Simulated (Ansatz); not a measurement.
# Sn in Ansatz: the effect of functional

The system is Sn.

```
Sn
1.0
    -1.88194    1.88194    1.88194
     1.88194   -1.88194    1.88194
     1.88194    1.88194   -1.88194
Sn
1
Direct
  0.00000 0.00000 0.00000
```

This isn't the form of Sn at room conditions, which is tetragonal (white tin).

The cell isn't the ideal one: volume scaled by 0.98.

Alike in all runs:

```yaml
Program: Ansatz 0.2.0
Task: single point
Potentials_or_basis: Ansatz PAW
k_mesh: 10 × 10 × 10
Occupations: fermi-dirac, width 0.05 eV
Spin: no spin polarisation
```

```csv
functional,cutoff,pressure (GPa)
LDA,420 eV (not typed: the program's choice for these potentials),-2.6
PBEsol,420 eV (not typed: the program's choice for these potentials),-1.3
r2SCAN,500 eV (not typed: the program's choice for these potentials),?
```

**Question.** What does the run with functional r2SCAN give?

**Answer.** Pressure 0.2 GPa.

Caveats: the PAW data sets come from PBE, with cores solved anew for the run's functional, which leaves a small shift of forces and pressure.
